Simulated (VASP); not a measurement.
# PbS (P-6m2) in VASP: single point with LDA

Aim: the single point of PbS with LDA.

Program: VASP 6.6.1. These are calculated values, not measurements. Logs are shortened: lines on timing, memory, paths and dates and some standing lists are left out, and cuts for length are marked.

**1. The crystal as given**

The structure is hexagonal, space group P-6m2 (No. 187). The conventional cell has a = 4.090 Å, b = 4.090 Å, c = 3.788 Å, α = 90.00°, β = 90.00°, γ = 120.00°. Pb (site symmetry -6m2) has 6 S at 3.03 Å as nearest neighbours. S (site symmetry -6m2) is surrounded by 6 Pb at 3.03 Å.

Measurements of this composition are mostly on another form, of space group No. 225.

**2. Single point, LDA**

Input file INCAR:

```
SYSTEM = PbS
PREC = Accurate
ENCUT = 520
EDIFF = 1E-7
ISMEAR = 0
SIGMA = 0.01
LREAL = .False.
LASPH = .True.
NELM = 100
ALGO = Fast
ISIF = 2
LWAVE = .False.
LCHARG = .False.
NBANDS = 17
```

Input file KPOINTS:

```
Automatic mesh
0
Gamma
  5 5 5
  0 0 0
```

Input file POSCAR:

```
PbS
1.0
    4.0896980000      0.0000000000      0.0000000000
   -2.0448490000      3.5417820000      0.0000000000
    0.0000000000      0.0000000000      3.7881670000
Pb S
1 1
Direct
    0.0000000000      0.0000000000      0.0000000000
    0.6666666667      0.3333333333      0.5000000000
```

Potentials or basis: VASP PAW LDA potentials, release 64 (Pb_d, S).

Launch:

```console
$ cat potpaw_LDA.64/Pb_d/POTCAR potpaw_LDA.64/S/POTCAR > POTCAR
$ mpirun -np 1 vasp_std > vasp.out
```

OUTCAR:

```text
SYSTEM = PbS
   PREC = Accurate
   ENCUT = 520
   EDIFF = 1E-7
   ISMEAR = 0
   LREAL = .False.
   LASPH = .True.
   NELM = 100
   ISIF = 2

 ion  position               nearest neighbor table
   1  0.000  0.000  0.000-   2 3.03   2 3.03   2 3.03   2 3.03   2 3.03   2 3.03
   2  0.667  0.333  0.500-   1 3.03   1 3.03   1 3.03   1 3.03   1 3.03   1 3.03

  LATTYP: Found a hexagonal cell.
 ALAT       =     4.0896980000
 C/A-ratio  =     0.9262705950

  Lattice vectors:

 A1 = (   4.0896980000,   0.0000000000,   0.0000000000)
 A2 = (  -2.0448490000,   3.5417820000,   0.0000000000)
 A3 = (   0.0000000000,   0.0000000000,   3.7881670000)

Analysis of symmetry for initial positions (statically):
=====================================================================
 Subroutine PRICEL returns:
 Original cell was already a primitive cell.

 Routine SETGRP: Setting up the symmetry group for a
 hexagonal supercell.

 Subroutine GETGRP returns: Found 12 space group operations
 (whereof 12 operations were pure point group operations)
 out of a pool of 24 trial point group operations.

The static configuration has the point symmetry D_3h.

Analysis of symmetry for dynamics (positions and initial velocities):
=====================================================================
 Subroutine PRICEL returns:
 Original cell was already a primitive cell.

 Routine SETGRP: Setting up the symmetry group for a
 hexagonal supercell.

 Subroutine GETGRP returns: Found 12 space group operations
 (whereof 12 operations were pure point group operations)
 out of a pool of 24 trial point group operations.

The dynamic configuration has the point symmetry D_3h.

 Subroutine INISYM returns: Found 12 space group operations
 (whereof 12 operations are pure point group operations),
 and found     1 'primitive' translations

----------------------------------------------------------------------------------------

                                     Primitive cell

  volume of cell :      54.8709

  direct lattice vectors                    reciprocal lattice vectors
     4.089698000  0.000000000  0.000000000     0.244516832  0.141171873  0.000000000
    -2.044849000  3.541782000  0.000000000     0.000000000  0.282343747  0.000000000
     0.000000000  0.000000000  3.788167000     0.000000000  0.000000000  0.263979914

  length of vectors
     4.089698000  4.089697687  3.788167000     0.282343725  0.282343747  0.263979914

  position of ions in fractional coordinates (direct lattice)
     0.000000000  0.000000000  0.000000000
     0.666666667  0.333333333  0.500000000

  ion indices of the primitive-cell ions
   primitive index   ion index
                 1           1
                 2           2

----------------------------------------------------------------------------------------

 KPOINTS: Automatic mesh

Automatic generation of k-mesh.
 Grid dimensions read from file:
 generate k-points for:    5    5    5

 Generating k-lattice:

  Cartesian coordinates                     Fractional coordinates (reciprocal lattice)
     0.048903366  0.028234375  0.000000000     0.200000000  0.000000000  0.000000000
     0.000000000  0.056468749  0.000000000     0.000000000  0.200000000  0.000000000
     0.000000000  0.000000000  0.052795983     0.000000000  0.000000000  0.200000000

  Length of vectors
     0.056468745  0.056468749  0.052795983

  Shift w.r.t. Gamma in fractional coordinates (k-lattice)
     0.000000000  0.000000000  0.000000000

 Subroutine IBZKPT returns following result:
 ===========================================

 Found     15 irreducible k-points:

 Following reciprocal coordinates:
            Coordinates               Weight
  0.000000  0.000000  0.000000      1.000000
  0.200000  0.000000  0.000000      6.000000
  0.400000  0.000000  0.000000      6.000000
  0.200000  0.200000  0.000000      6.000000
  0.400000  0.200000  0.000000      6.000000
  0.000000  0.000000  0.200000      2.000000
  0.200000  0.000000  0.200000     12.000000
  0.400000  0.000000  0.200000     12.000000
  0.200000  0.200000  0.200000     12.000000
  0.400000  0.200000  0.200000     12.000000
  0.000000  0.000000  0.400000      2.000000
  0.200000  0.000000  0.400000     12.000000
  0.400000  0.000000  0.400000     12.000000
  0.200000  0.200000  0.400000     12.000000
  0.400000  0.200000  0.400000     12.000000
   k-points           NKPTS =     15   k-points in BZ     NKDIM =     15   number of bands    NBANDS=     17
   number of dos      NEDOS =    301   number of ions     NIONS =      2
   total plane-waves  NPLWV =  25200
   dimension x,y,z NGX =    30 NGY =   30 NGZ =   28
   dimension x,y,z NGXF=    60 NGYF=   60 NGZF=   56
   ions per type =               1   1
   NGX,Y,Z   is equivalent  to a cutoff of  12.19, 12.19, 12.29 a.u.
   NGXF,Y,Z  is equivalent  to a cutoff of  24.39, 24.39, 24.58 a.u.
 SYSTEM =  PbS
   PREC   = accura    normal or accurate (medium, high low for compatibility)
   ISTART =      0    job   : 0-new  1-cont  2-samecut
   ICHARG =      2    charge: 1-file 2-atom 10-const
   ISPIN  =      1    spin polarized calculation?
   LNONCOLLINEAR =      F non collinear calculations
   LSORBIT =      F    spin-orbit coupling
   LASPH  =      T    aspherical Exc in radial PAW
   ENCUT  =  520.0 eV  38.22 Ry    6.18 a.u.   7.60  7.60  7.04*2*pi/ulx,y,z
   NELM   =    100;   NELMIN=  2; NELMDL= -5     # of ELM steps
   EDIFF  = 0.1E-06   stopping-criterion for ELM
   LREAL  =      F    real-space projection
   EDIFFG = 0.1E-05   stopping-criterion for IOM
   NSW    =      0    number of steps for IOM
   IBRION =     -1    ionic relax: 0-MD 1-quasi-New 2-CG
   NFREE  =      0    steps in history (QN), initial steepest desc. (CG)
   ISIF   =      2    stress and relaxation
   ISYM   =      2    0-nonsym 1-usesym 2-fastsym
   POTIM  = 0.5000    time-step for ionic-motion
   TEBEG  =    0.0;   TEEND  =   0.0 temperature during run
   PSTRESS=    0.0 pullay stress
   NELECT =      20.0000    total number of electrons
   NUPDOWN=      -1.0000    fix difference up-down
   EMIN   =  10.00;   EMAX   =-10.00  energy-range for DOS
   EFERMI =   0.00;   METHOD = LEGACY
   ISMEAR =     0;   SIGMA  =   0.01  broadening in eV -4-tet -1-fermi 0-gaus
   EFERMI_NEDOS =   21; number of points for ismear=-14 and -15
   IALGO  =     68    algorithm
   IMIX   =      4    mixing-type and parameters
     AMIX     =   0.40;   BMIX     =  1.00
     AMIX_MAG =   1.60;   BMIX_MAG =  1.00
  volume/ion in A,a.u.               =      27.44       185.14
  Fermi-wavevector in a.u.,A,eV,Ry     =   1.169421  2.209885 18.606576  1.367545
  Thomas-Fermi vector in A             =   2.305894
   LORBIT       =      0    0 simple, 1 ext, 2 COOP (PROOUT), +10 PAW based schemes
   GGA     = CA    functional components
   LHFCALC =     F    Hartree Fock is set to
   AEXX    =    0.0000 exact exchange contribution
   IVDW    =     0    specifies the selected vdW correction
   LEPSILON=     F    determine dielectric tensor
   LRPA    =     F    only Hartree local field effects (RPA)
 non-spin polarized calculation
 RMM-DIIS sequential band-by-band and
 Gauss-broadening in eV      SIGMA  =   0.01
  energy-cutoff  :      520.00
  volume of cell :       54.87
 maximum number of plane-waves:      1490
   NGX = 15   NGY = 15   NGZ = 15

 number of electron      19.9999998 magnetization

 Free energy of the ion-electron system (eV)
  ---------------------------------------------------
  ext. energy  EPLUGINS =         0.00000000
  ---------------------------------------------------
  free energy    TOTEN  =        -9.68471973 eV

  energy without entropy =       -9.68471973  energy(sigma->0) =       -9.68471973

 E-fermi :   4.6852     XC(G=0):  -9.7889

 val. band max:        4.5509608545   @ k =   0.4000   0.2000   0.0000
 cond. band min:       5.4190609563   @ k =   0.4000   0.2000   0.4000
 fundamental gap:      0.8681001018
 Fermi energy:         4.6852181932

 k-point     1 :       0.0000    0.0000    0.0000
  band No.  band energies     occupation
      1     -11.8816      2.00000
      2     -11.8603      2.00000
      3     -11.8603      2.00000
      4     -11.7614      2.00000
      5     -11.7614      2.00000
      6      -8.1716      2.00000
[... 9 lines left out ...]
     16      15.9122      0.00000
     17      16.3248      0.00000

 k-point     2 :       0.2000    0.0000    0.0000
  band No.  band energies     occupation
      1     -11.8777      2.00000
      2     -11.8628      2.00000
      3     -11.8379      2.00000
      4     -11.7728      2.00000
      5     -11.7638      2.00000
      6      -7.8642      2.00000
[... 9 lines left out ...]
     16      15.0882      0.00000
     17      15.8917      0.00000

 k-point     3 :       0.4000    0.0000    0.0000
  band No.  band energies     occupation
      1     -11.8940      2.00000
      2     -11.8448      2.00000
      3     -11.8013      2.00000
      4     -11.7912      2.00000
      5     -11.7678      2.00000
      6      -7.1976      2.00000
[... 9 lines left out ...]
     16      15.9719      0.00000
     17      16.0424      0.00000

 k-point     4 :       0.2000    0.2000    0.0000
  band No.  band energies     occupation
      1     -11.8723      2.00000
      2     -11.8602      2.00000
      3     -11.8151      2.00000
      4     -11.7850      2.00000
      5     -11.7698      2.00000
      6      -7.3568      2.00000
[... 9 lines left out ...]
     16      14.8621      0.00000
     17      15.9380      0.00000
[... 163 lines left out ...]
      1     -11.8838      2.00000
      2     -11.8642      2.00000
      3     -11.8145      2.00000
      4     -11.7967      2.00000
      5     -11.7320      2.00000
      6      -6.5410      2.00000
[... 9 lines left out ...]
     16      16.1165      0.00000
     17      18.1521      0.00000

 k-point    14 :       0.2000    0.2000    0.4000
  band No.  band energies     occupation
      1     -11.8696      2.00000
      2     -11.8503      2.00000
      3     -11.8186      2.00000
      4     -11.8147      2.00000
      5     -11.7375      2.00000
      6      -6.6301      2.00000
[... 9 lines left out ...]
     16      15.3971      0.00000
     17      16.8620      0.00000

 k-point    15 :       0.4000    0.2000    0.4000
  band No.  band energies     occupation
      1     -11.8855      2.00000
      2     -11.8474      2.00000
      3     -11.8267      2.00000
      4     -11.8044      2.00000
      5     -11.7283      2.00000
      6      -6.4005      2.00000
[... 9 lines left out ...]
     16      16.3313      0.00000
     17      17.5961      0.00000

------------------------ aborting loop because EDIFF is reached ----------------------------------------

  FORCE on cell =-STRESS in cart. coord.  units (eV):
  Direction    XX          YY          ZZ          XY          YZ          ZX
  --------------------------------------------------------------------------------------
  -------------------------------------------------------------------------------------
  Total       -1.4065638     -1.4065635     -1.5746498      0.0000000      0.0000000      0.0000000
  in kB      -41.0702967    -41.0702883    -45.9782446      0.0000000      0.0000000      0.0000000
  external PRESSURE =     -42.7062765 kB  Pullay stress =       0.0000000 kB

 VOLUME and BASIS-vectors are now :
 -----------------------------------------------------------------------------
  energy-cutoff  :      520.00
  volume of cell :       54.87
      direct lattice vectors                 reciprocal lattice vectors
     4.089698000  0.000000000  0.000000000     0.244516832  0.141171873  0.000000000
    -2.044849000  3.541782000  0.000000000     0.000000000  0.282343747  0.000000000
     0.000000000  0.000000000  3.788167000     0.000000000  0.000000000  0.263979914

 POSITION                                       TOTAL-FORCE (eV/Angst)
 -----------------------------------------------------------------------------------
      0.00000      0.00000      0.00000         0.000000      0.000000      0.000000
      2.04485      1.18059      1.89408        -0.000000      0.000000      0.000000
 -----------------------------------------------------------------------------------
    total drift:                               -0.000000      0.000000      0.000000

  FREE ENERGIE OF THE ION-ELECTRON SYSTEM (eV)
  ---------------------------------------------------
  free  energy   TOTEN  =        -9.6847197311 eV

  energy  without entropy=       -9.6847197311  energy(sigma->0) =       -9.68471973
```

It took 7.4 s on 1 thread of Intel Xeon 6975P-C (Granite Rapids), shared host; peak memory 0.14 GiB.

Results:

```yaml
Free_energy: -9.6847 eV
Pressure: -4.3 GPa
Band_gap_on_the_k_mesh: 0.87 eV, indirect (least direct gap 2.06 eV)
```

Caveat: spin-orbit coupling is left out, which as a rule narrows the gap of such compounds by several tenths of an eV; an odd mesh through Γ misses points on the zone boundary, where band edges often lie.
